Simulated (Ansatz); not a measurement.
# InP: what the sphere radii change

How much do the results for InP depend on the sphere radii?

Method: DFT, PBE, all-electron LAPW, scalar-relativistic, in Ansatz 0.2.0.

1 further run of the same task is left out (it didn't finish). Runs told in other sessions of the task aren't counted.

### Step 1. The starting structure

It takes space group Fm-3m (No. 225, cubic). Conventional cell: a = 5.710 Å, b = 5.710 Å, c = 5.710 Å, α = 90.00°, β = 90.00°, γ = 90.00°. In (site symmetry m-3m) has 6 P at 2.85 Å in its first shell of neighbours. Around P (site symmetry m-3m) lie 6 In at 2.85 Å.

Coordinates:

```
In P
1.0
     0.00000    2.85500    2.85500
     2.85500    0.00000    2.85500
     2.85500    2.85500    0.00000
In P
1 1
Direct
  0.00000 0.00000 0.00000
  0.50000 0.50000 0.50000
```

The geometry is a database entry used as it stands. It may stem from high pressure or temperature, or be incomplete, so it serves as a test cell.

Atoms are numbered in the order of the input: In1, P2.

### Step 2. With all sphere radii typed as 0.856 Å

Input file input.yaml:

```yaml
crystal:
  lattice:
    - [0.0, 2.855, 2.855]
    - [2.855, 0.0, 2.855]
    - [2.855, 2.855, 0.0]
  atoms:
    - { symbol: In, position: [0.0, 0.0, 0.0] }
    - { symbol: P, position: [0.5, 0.5, 0.5] }
kpoints:
  mp_grid: { grid: [11, 11, 11] }
scf:
  occupations: { method: fermi_dirac, width: 0.03 }
hamiltonian:
  xc: pbe
  pseudopotentials:
    kind: all_electron
    lapw: { basis_error: 0.00025, muffin_tin_radii: { In: 0.856, P: 0.856 } }
output:
  forces: true
  stress: true
  eigenvalues: true
```

The run is started by

```console
> ansatz run input.yaml --threads 1 --pin off --max-ram 2048MiB --backend cpu --events-out ev --progress --plain --runs-dir out
```

Standard output, cut to the lines that bear on the results:

```text
LAPW: plane waves up to 14.977 Å⁻¹, error target 2.5e-4 eV per atom; small_component_spin mean_spin; P in spheres of 0.856 Å, 13 of its electrons in bands, Dirac shells []; In in spheres of 0.856 Å, 39 of its electrons in bands, Dirac shells []
[...]
Pseudopotentials: kind: all_electron
Pseudopotential: In, LAPW, valence charge 39, Koelling and Harmon's equation, gaussian nucleus
Pseudopotential: P, LAPW, valence charge 13, Koelling and Harmon's equation, gaussian nucleus
Functional definition: PBE
[...]
Crystal: 2 atoms, lattice volume = 46.542 Å³
Basis set: ecut = 854.6743093176988 eV, 2685 PW (Γ), exchange–correlation at level 2
Bands: 32, of which v1, the nominal top of the filled ones, is band 26 counted from 1 (25 counted from 0)
Symmetry: 48 space group operations
Space group: Fm-3m (ITA 225), of the structure as read, at distance tolerance 3.6e-5 Å
k-points: 56 of 1331
[...]
SCF iter   1: F=—  HF=-169355.164557 eV  |F-HF|=—  |Δ(HF+E_count)|=         —  Δρ=3.14e-2  dr2=1.03e0  ethr=1.98e-3  ⟨swp⟩=2.0  Hψ=11266  notcnv=0
[...]
SCF iter   8: F=-169354.872907 eV  HF=-169354.872907 eV  |F-HF|=2.08e-8  |Δ(HF+E_count)|=   7.07e-7  Δρ=6.85e-6  dr2=2.49e-8  ethr=9.79e-10  ⟨swp⟩=3.0  Hψ=5118  notcnv=0
[...]
SCF converged after 8 iterations
Free energy (F): -169354.872907 eV
[...]
E sigma→0 (E₀):  -169354.871629 eV
Entropy (-TS):   -0.002556 eV (-1.278 meV/atom)
Fermi energy:    10.180831 eV
[...]
--- Forces (eV/Å), atoms counted from 1 ---
  atom   1  In    -0.00000000     0.00000000     0.00000000
  atom   2  P      0.00000000    -0.00000000     0.00000000
[...]
--- Stress (GPa, compression-positive) ---
       -5.364172      -0.000000      -0.000000
       -0.000000      -5.364172       0.000000
       -0.000000       0.000000      -5.364172
  P = ⅓ Tr σ = -5.3642 GPa (-53.642 kbar)
--- Band table (eV; the first three rows and the last of 56) ---
[...]
```

Run time: 86 s. Hardware: 1 thread of Arm Neoverse V2, shared host; peak memory 1 GiB.

Result: pressure -5.36 GPa; no gap.

### Step 3. With all sphere radii typed as 1.028 Å

input.yaml, as its differences from that of step 2:

```diff
@@ -16,3 +16,3 @@
     kind: all_electron
-    lapw: { basis_error: 0.00025, muffin_tin_radii: { In: 0.856, P: 0.856 } }
+    lapw: { basis_error: 0.00025, muffin_tin_radii: { In: 1.028, P: 1.028 } }
 output:
```

The run is started by

```console
> ansatz run input.yaml --threads 1 --pin off --max-ram 2048MiB --backend cpu --events-out ev --progress --plain --runs-dir out
```

Standard output, cut to the lines that bear on the results:

```text
LAPW: plane waves up to 12.463 Å⁻¹, error target 2.5e-4 eV per atom; small_component_spin mean_spin; P in spheres of 1.028 Å, 13 of its electrons in bands, Dirac shells []; In in spheres of 1.028 Å, 39 of its electrons in bands, Dirac shells []
[...]
[... 4 set-up lines as earlier in the session ...]
[...]
Crystal: 2 atoms, lattice volume = 46.542 Å³
Basis set: ecut = 591.7854710615164 eV, 1471 PW (Γ), exchange–correlation at level 2
Bands: 32, of which v1, the nominal top of the filled ones, is band 26 counted from 1 (25 counted from 0)
[... 2 set-up lines as earlier in the session ...]
k-points: 56 of 1331
[...]
SCF iter   1: F=—  HF=-169355.164503 eV  |F-HF|=—  |Δ(HF+E_count)|=         —  Δρ=3.13e-2  dr2=1.04e0  ethr=2.00e-3  ⟨swp⟩=2.0  Hψ=10669  notcnv=0
[...]
SCF iter   8: F=-169354.872925 eV  HF=-169354.872925 eV  |F-HF|=1.57e-8  |Δ(HF+E_count)|=   1.56e-6  Δρ=8.10e-6  dr2=3.25e-8  ethr=1.11e-9  ⟨swp⟩=3.0  Hψ=5120  notcnv=0
[...]
SCF converged after 8 iterations
Free energy (F): -169354.872925 eV
[...]
E sigma→0 (E₀):  -169354.871647 eV
Entropy (-TS):   -0.002556 eV (-1.278 meV/atom)
Fermi energy:    10.180816 eV
[...]
--- Forces (eV/Å), atoms counted from 1 ---
  atom   1  In     0.00000000    -0.00000000     0.00000000
  atom   2  P     -0.00000000    -0.00000000     0.00000000
[...]
--- Stress (GPa, compression-positive) ---
       -5.364036       0.000000       0.000000
        0.000000      -5.364036      -0.000000
        0.000000      -0.000000      -5.364036
  P = ⅓ Tr σ = -5.3640 GPa (-53.640 kbar)
--- Band table (eV; the first three rows and the last of 56) ---
[...]
```

Wall time 52 s (1 thread of Arm Neoverse V2, shared host); peak memory 0.7 GiB.

This run gives: pressure -5.36 GPa; no gap.

### Step 4. With all sphere radii typed as 1.199 Å

input.yaml, as its differences from that of step 3:

```diff
@@ -16,3 +16,3 @@
     kind: all_electron
-    lapw: { basis_error: 0.00025, muffin_tin_radii: { In: 1.028, P: 1.028 } }
+    lapw: { basis_error: 0.00025, muffin_tin_radii: { In: 1.199, P: 1.199 } }
 output:
```

The run is started by

```console
> ansatz run input.yaml --threads 1 --pin off --max-ram 2048MiB --backend cpu --events-out ev --progress --plain --runs-dir out
```

Standard output, cut to the lines that bear on the results:

```text
LAPW: plane waves up to 10.560 Å⁻¹, error target 2.5e-4 eV per atom; small_component_spin mean_spin; P in spheres of 1.199 Å, 13 of its electrons in bands, Dirac shells []; In in spheres of 1.199 Å, 31 of its electrons in bands, Dirac shells []
[...]
[... 1 set-up line as earlier in the session ...]
Pseudopotential: In, LAPW, valence charge 31, Koelling and Harmon's equation, gaussian nucleus
[... 2 set-up lines as earlier in the session ...]
[...]
Crystal: 2 atoms, lattice volume = 46.542 Å³
Basis set: ecut = 424.84367717679277 eV, 941 PW (Γ), exchange–correlation at level 2
Bands: 27, of which v1, the nominal top of the filled ones, is band 22 counted from 1 (21 counted from 0)
[... 2 set-up lines as earlier in the session ...]
k-points: 56 of 1331
[...]
SCF iter   8: F=-169354.872930 eV  HF=-169354.872930 eV  |F-HF|=1.02e-7  |Δ(HF+E_count)|=   1.90e-6  Δρ=1.16e-5  dr2=5.46e-8  ethr=1.67e-9  ⟨swp⟩=3.0  Hψ=4429  notcnv=0
[...]
the search or the solves at the SCF's close seem to have found levels that the self-consistency loop had missed (the run counts 1). By its estimate they hold under 1e-12 electrons; where the run keeps them, the occupations were computed again with them
SCF converged after 8 iterations
Free energy (F): -169354.872930 eV
[...]
E sigma→0 (E₀):  -169354.871652 eV
Entropy (-TS):   -0.002556 eV (-1.278 meV/atom)
Fermi energy:    10.180799 eV
[...]
--- Forces (eV/Å), atoms counted from 1 ---
  atom   1  In    -0.00000000     0.00000000    -0.00000000
  atom   2  P      0.00000000    -0.00000000     0.00000000
[...]
--- Stress (GPa, compression-positive) ---
       -5.363830      -0.000000      -0.000000
       -0.000000      -5.363830       0.000000
       -0.000000       0.000000      -5.363830
  P = ⅓ Tr σ = -5.3638 GPa (-53.638 kbar)
--- Band table (eV; the first three rows and the last of 56) ---
[...]
```

It took 28 s on 1 thread of Arm Neoverse V2, shared host; peak memory 0.52 GiB.

In short: pressure -5.36 GPa; no gap.

### Step 5. All runs together

| sphere radius (Å) | energy from the first row (meV/atom) | pressure (GPa) | SCF cycles, by the record's count | time |
| --- | --- | --- | --- | --- |
| all sphere radii typed as 0.856 Å | 0.00 | -5.36 | 8 | 86 s |
| all sphere radii typed as 1.028 Å | -0.01 | -5.36 | 8 | 52 s |
| all sphere radii typed as 1.199 Å | -0.01 | -5.36 | 8 | 28 s |

Energies are those extrapolated to zero smearing.

### Step 6. Outcome

| quantity | value |
| --- | --- |
| largest change of energy from «all sphere radii typed as 0.856 Å» (zero smearing) | 0.0 meV/atom (all sphere radii typed as 1.199 Å) |
| pressure, in all runs (LAPW) | -5.36 GPa |

Across the runs the energy spans 0.0 meV/atom. A complete basis would give the same answer for any radius, so the spread shows part of the basis error. The pressure spans under 0.01 GPa (LAPW).
